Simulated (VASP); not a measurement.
A run of VASP 6.6.1:

INCAR

```
PREC = Accurate ; ENCUT = 600
EDIFF = 1E-7 ; ISMEAR = 0
SIGMA = 0.03 ; LREAL = F
LASPH = T ; NELM = 80
ALGO = Normal ; ISIF = 3
LWAVE = F ; LCHARG = F
GGA = PS ; IBRION = 2
NSW = 90 ; EDIFFG = -0.005
KPAR = 2
```

The input KPOINTS:

```
Automatic mesh
0
Gamma
  10 10 10
```

POSCAR

```
HgTe                                    
1.0
   -0.0000000000      3.2580088207      3.2580088207
    3.2580088207     -0.0000000000      3.2580088207
    3.2580088207      3.2580088207     -0.0000000000
  Hg              Te            
     1     1
Direct
     0.0000000000000000    0.0000000000000000    0.0000000000000000
     0.2500000000000000    0.2500000000000000    0.2500000000000000
```

Potentials or basis: VASP PAW PBE potentials, release 64 (Hg, Te).

Launch:

```console
$ cat potpaw_PBE.64/Hg/POTCAR potpaw_PBE.64/Te/POTCAR > POTCAR
$ mpirun -np 2 vasp_std > vasp.out
```

Hardware: 2 MPI ranks on AMD EPYC 9R45 96-Core Processor (Zen 5) (shared host).

How long does it take, and how much memory?

Run time: 19 s on 2 MPI ranks on AMD EPYC 9R45 96-Core Processor (Zen 5), with other jobs on the host, peak memory 0.24 GiB a rank. Counts: scf iterations 13, k points 47, ion steps 1.
